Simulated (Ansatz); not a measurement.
Consider the following.

Relaxed SrF2 (fluorite):

```yaml
crystal:
  lattice:
    - [0.00000, 5.85727, 5.85727]
    - [2.92864, 0.00000, 2.92864]
    - [2.92864, 2.92864, 0.00000]
  atoms:
    - { symbol: Sr, position: [0.00000, 0.00000, 0.00000] }
    - { symbol: Sr, position: [0.50000, 0.00000, 0.00000] }
    - { symbol: F, position: [0.12500, 0.25000, 0.25000] }
    - { symbol: F, position: [0.62500, 0.25000, 0.25000] }
    - { symbol: F, position: [0.37500, 0.75000, 0.75000] }
    - { symbol: F, position: [0.87500, 0.75000, 0.75000] }
```

The atoms are displaced by Q × the pattern below (from a DFPT mode at L = (0.5, 0.0, 0.0), largest move 1; Q in Å), at fixed cell. (q is in reciprocal vectors of the primitive cell; the cell shown is doubled to hold the pattern.)

| atom | x | y | z |
|---|---|---|---|
| Sr1 | -0.577 | 0.577 | 0.577 |
| Sr2 | 0.577 | -0.577 | -0.577 |
| F3 | -0.417 | 0.417 | 0.417 |
| F4 | 0.417 | -0.417 | -0.417 |
| F5 | 0.417 | -0.417 | -0.417 |
| F6 | -0.417 | 0.417 | 0.417 |

All values below come from PBE (plane waves to 420 eV, PAW, scalar-relativistic; Ansatz, a program for electronic structure). k mesh 5×10×10 (Γ-centred), Fermi-Dirac smearing 0.05 eV. Energies are smeared free energies. SrF2 was relaxed with its symmetry unable to fall. The zero of ΔE is the undisplaced structure.

The scan covers Q from -0.280 to 0.280 Å in 13 points.

Problem. Which space group does the distorted structure have?

Solution. R-3m (No. 166), lowered from Fm-3m.

Problem. Is this a single well or a double well?

Solution. A single well with its minimum at or next to zero displacement.

Problem. What is the energy change at Q = 0.280 Å?

Solution. 1419 meV/cell.

Problem. What harmonic wavenumber does the curvature at Q = 0 give?

Solution. 175 cm⁻¹.

(A displaced cell: forces are minus the slopes of the energy, force constants its curvatures, and phonons follow from these.)
